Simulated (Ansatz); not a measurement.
Molecular dynamics on a 2×2×3 supercell (24 atoms) of GaN (CsCl type), relaxed with r2SCAN. Forces come from PBE in Ansatz: Langevin thermostat and barostat (NPT), 1000 K, steps of 1.5 fs. Spin polarisation is off, nuclei are classical, and the run is far too short for thermal averages. The structure comes from a prototype and may be hypothetical.

```yaml
crystal:
  lattice:
    - [5.3911095913, 0.0, 0.0]
    - [0.0, 5.3911095913, 0.0]
    - [0.0, 0.0, 8.086664387]
  atoms:
    - { symbol: Ga, position: [0.0, 0.0, 0.0] }
    - { symbol: "N", position: [0.25, 0.25, 0.1666666667] }
    - { symbol: Ga, position: [0.0, 0.0, 0.3333333333] }
    - { symbol: "N", position: [0.25, 0.25, 0.5] }
    - { symbol: Ga, position: [0.0, 0.0, 0.6666666667] }
    - { symbol: "N", position: [0.25, 0.25, 0.8333333333] }
    - { symbol: Ga, position: [0.0, 0.5, 0.0] }
    - { symbol: "N", position: [0.25, 0.75, 0.1666666667] }
    - { symbol: Ga, position: [0.0, 0.5, 0.3333333333] }
    - { symbol: "N", position: [0.25, 0.75, 0.5] }
    - { symbol: Ga, position: [0.0, 0.5, 0.6666666667] }
    - { symbol: "N", position: [0.25, 0.75, 0.8333333333] }
    - { symbol: Ga, position: [0.5, 0.0, 0.0] }
    - { symbol: "N", position: [0.75, 0.25, 0.1666666667] }
    - { symbol: Ga, position: [0.5, 0.0, 0.3333333333] }
    - { symbol: "N", position: [0.75, 0.25, 0.5] }
    - { symbol: Ga, position: [0.5, 0.0, 0.6666666667] }
    - { symbol: "N", position: [0.75, 0.25, 0.8333333333] }
    - { symbol: Ga, position: [0.5, 0.5, 0.0] }
    - { symbol: "N", position: [0.75, 0.75, 0.1666666667] }
    - { symbol: Ga, position: [0.5, 0.5, 0.3333333333] }
    - { symbol: "N", position: [0.75, 0.75, 0.5] }
    - { symbol: Ga, position: [0.5, 0.5, 0.6666666667] }
    - { symbol: "N", position: [0.75, 0.75, 0.8333333333] }
kpoints:
  mp_grid: { grid: [2, 2, 2] }
hamiltonian:
  xc: pbe
scf:
  occupations: { method: fermi_dirac, width: 0.086 }
md:
  ensemble: npt_langevin
  temperature: 1000
  timestep: 1.5
  n_steps: 20
  initial_velocities: maxwell_boltzmann
  seed: 6834
```

Command: `ansatz run input.yaml --threads 4 --pin off --max-ram 3686MiB --backend cpu --events-out ev --progress --plain --runs-dir out`. Wall time 2.8 min on 4 threads of Arm Neoverse N1, on a shared host, load about 0.9 per core; peak host memory 1.2 GiB.

```tsv
step	t (fs)	T (K)	free energy F from step 0 (meV/atom)	kinetic energy (meV/atom)	pressure (GPa)	volume (Å³/atom)	largest force (eV/Å)
0	0	958	0.0	123.9	9.49	9.79	0.00
1	1.5	954	0.1	123.4	9.50	9.79	0.33
2	3	955	0.3	123.5	9.58	9.79	0.66
3	4.5	924	0.2	119.4	9.62	9.80	1.03
4	6	941	-0.5	121.7	9.70	9.80	1.39
5	7.5	954	-1.9	123.4	9.78	9.81	1.72
6	9	996	-4.3	128.7	9.91	9.82	2.03
7	10.5	978	-8.1	126.4	9.95	9.84	2.31
8	12	977	-14.2	126.2	9.97	9.85	2.57
9	13.5	1085	-23.1	140.3	10.11	9.87	2.82
10	15	1194	-34.9	154.4	10.23	9.89	3.10
11	16.5	1240	-50.2	160.3	10.19	9.91	3.36
12	18	1321	-69.6	170.7	10.15	9.94	3.51
13	19.5	1431	-92.8	185.0	10.05	9.97	3.58
14	21	1580	-119.5	204.3	9.92	10.01	3.58
15	22.5	1770	-149.2	228.9	9.83	10.05	3.51
16	24	1994	-181.7	257.7	9.76	10.10	3.64
17	25.5	2318	-216.4	299.7	9.83	10.14	3.73
18	27	2507	-251.7	324.0	9.81	10.19	3.74
19	28.5	2776	-285.3	358.9	10.09	10.25	3.68
20	30	2828	-314.4	365.5	10.31	10.30	3.54
```

The temperature starts at 958 K, is lowest at step 3 (924 K, 4.5 fs) and ends at 2828 K.

Positions (Å) and forces (eV/Å) at step 20:
```
cell (Å): 5.483 0.000 0.000; 0.000 5.483 0.000; 0.000 0.000 8.224
Ga  -0.015  -0.040  -0.005    -0.274   0.211  -0.436
N    0.881   1.129   1.332    -0.794   0.393  -0.556
Ga   0.216  -0.041   2.703    -1.787   0.739   0.859
N    1.805   1.231   4.269     1.804  -0.496  -0.532
Ga  -0.163   0.032   5.573     0.449  -0.323  -0.095
N    1.639   1.603   6.873     0.707   0.395   0.606
Ga   0.078   2.753  -0.255     1.103  -0.080   0.498
N    1.639   3.796   1.336     0.899   0.430  -1.391
Ga   0.011   2.901   2.665     0.267  -0.231  -1.791
N    1.149   3.936   3.939     0.174   0.066  -0.702
Ga   0.004   2.762   5.380    -0.639   0.108  -1.025
N    1.184   4.207   6.807    -2.909   1.704  -1.080
Ga   2.714  -0.075   0.174     0.058  -0.290  -0.971
N    3.402   1.434   1.390    -0.567  -0.035   0.187
Ga   2.710  -0.019   2.721     1.511   1.088   0.473
N    4.757   1.514   3.729    -0.297  -0.618   1.297
Ga   2.698  -0.018   5.435    -0.527  -1.519   1.375
N    4.354   1.435   7.099     1.572  -0.540  -0.909
Ga   2.821   2.717  -0.092    -0.126  -0.288   0.172
N    4.407   4.443   1.367     0.889  -1.121   1.906
Ga   2.744   2.874   2.626     0.196  -0.902   0.960
N    4.018   4.208   4.429    -1.300  -0.042   0.240
Ga   2.604   2.650   5.540     0.786   1.053  -0.758
N    3.776   4.162   6.994    -1.194   0.297   1.673
```

Overlapping bands make a metal at that level, for which these meshes are coarse; small forces, stresses and energy differences are uncertain. A small overlap in a semilocal functional can be an artefact that a hybrid or GW lifts.
